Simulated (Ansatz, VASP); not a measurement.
# InPd: VASP beside Ansatz

The input INCAR:

```
PREC = Accurate
ENCUT = 520
EDIFF = 1E-6
ISMEAR = -1
SIGMA = 0.05
LREAL = F
LASPH = T
NELM = 100
ALGO = Normal
ISIF = 2
LWAVE = F
LCHARG = F
LMAXMIX = 4
GGA = PS
NBANDS = 18
```

File KPOINTS:

```
regular mesh
0
Gamma
  8 8 8
```

Contents of POSCAR:

```
InPd
1.0
    3.2718847800      0.0000000000      0.0000000000
    0.0000000000      3.2718847800      0.0000000000
    0.0000000000      0.0000000000      3.2718847800
In Pd
1 1
Direct
    0.0000000000      0.0000000000      0.0000000000
    0.5000000000      0.5000000000      0.5000000000
```

The input KPOINTS_OPT:

```
path GXMGRX,MR
15
line-mode
reciprocal
 0.0000000000  0.0000000000  0.0000000000  G
 0.0000000000  0.5000000000  0.0000000000  X

 0.0000000000  0.5000000000  0.0000000000  X
 0.5000000000  0.5000000000  0.0000000000  M

 0.5000000000  0.5000000000  0.0000000000  M
 0.0000000000  0.0000000000  0.0000000000  G

 0.0000000000  0.0000000000  0.0000000000  G
 0.5000000000  0.5000000000  0.5000000000  R

 0.5000000000  0.5000000000  0.5000000000  R
 0.0000000000  0.5000000000  0.0000000000  X

 0.5000000000  0.5000000000  0.0000000000  M
 0.5000000000  0.5000000000  0.5000000000  R
```

The input input.yaml:

```yaml
crystal:
  lattice:
    - [3.27188478, 0.0, 0.0]
    - [0.0, 3.27188478, 0.0]
    - [0.0, 0.0, 3.27188478]
  atoms:
    - { symbol: In, position: [0.0, 0.0, 0.0] }
    - { symbol: Pd, position: [0.5, 0.5, 0.5] }
hamiltonian:
  xc: pbesol
  pseudopotentials: { kind: paw }
kpoints:
  mp_grid: { grid: [8, 8, 8] }
  band_path:
    path:
      - [[0.0, 0.0, 0.0], [0.0, 0.5, 0.0], [0.5, 0.5, 0.0], [0.0, 0.0, 0.0], [0.5, 0.5, 0.5], [0.0, 0.5, 0.0]]
      - [[0.5, 0.5, 0.0], [0.5, 0.5, 0.5]]
    npoints: 14
scf:
  occupations: { method: fermi_dirac, width: 0.05 }
  n_extra_bands: 6
output:
  forces: true
  stress: true
  eigenvalues: true
  fatbands: false
  write_density: true
  write_potential: true
  elf: true
  volumetric_format: npy
```

The cell comes from a database or a generator and needn't be the stable form of this composition.

Alike in both runs: task band structure; functional PBEsol; k mesh 8 × 8 × 8; occupations fermi-dirac, width 0.05 eV; no spin polarisation.

```csv
,VASP,Ansatz
version,VASP 6.6.1,Ansatz 0.2.0
potentials or method,"VASP PAW PBE potentials, release 64 (In_d, Pd)",Ansatz PAW
plane-wave cutoff (eV),520,420
valence electrons in the cell,23,31
```

```csv
,VASP,Ansatz,Ansatz less VASP
gap on the k mesh at the Fermi level (eV),none,none,-
pressure (GPa),-2.8,-3.0,-0.15
```

A gap of «none» marks a metal or a gap that the smearing closes. The two sets of potentials don't hold the same shells in valence.

Caveats: spin-orbit coupling is left out, which moves the levels of the heavy elements; the PAW data sets were made with another functional, which shifts forces and pressure a little (VASP); the PAW data sets come from PBE, with cores solved anew for the run's functional, which leaves a small shift of forces and pressure (Ansatz).
